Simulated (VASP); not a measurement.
## AlAu: single point with LDA

The system is AlAu.

```
CELL_PARAMETERS angstrom
3.41179 0.85295 0.85295
0.85295 3.41179 0.85295
0.85295 0.85295 3.41179
ATOMIC_POSITIONS crystal
Al 0.00000 0.00000 0.00000
Au 0.50000 0.50000 0.50000
```

The cell comes from a database or a generator and needn't be the stable form of this composition.

```yaml
Program: VASP 6.6.1
Task: single point
Functional: LDA
Potentials_or_basis: VASP PAW LDA potentials, release 64 (Al, Au)
Cutoff: 520 eV
k_mesh: 16 × 16 × 16
Occupations: gaussian, width 0.15 eV
Spin: no spin polarisation
```

```json
{
 "Pressure": "8.0 GPa",
 "Band gap on the k mesh": "none (metal or under the smearing width)"
}
```

Levels at points of the mesh, in eV from the Fermi level:
```csv
k point,band 5,band 6,band 7,band 8,band 9,band 10
"(0.00, 0.00, 0.00)",-5.74,-5.74,4.61,4.61,4.61,9.14
"(0.50, 0.00, 0.00)",-4.82,-4.82,-3.54,5.50,5.50,6.03
"(0.50, 0.50, 0.00)",-4.54,-3.93,-2.77,0.52,0.52,4.16
```

It took 46 s on 1 thread of Intel(R) Xeon(R) Platinum 8259CL CPU @ 2.50GHz (Skylake/Cascade Lake), on a shared host, peak memory 0.19 GiB.

Spin-orbit coupling is left out, which matters for the levels of Au.
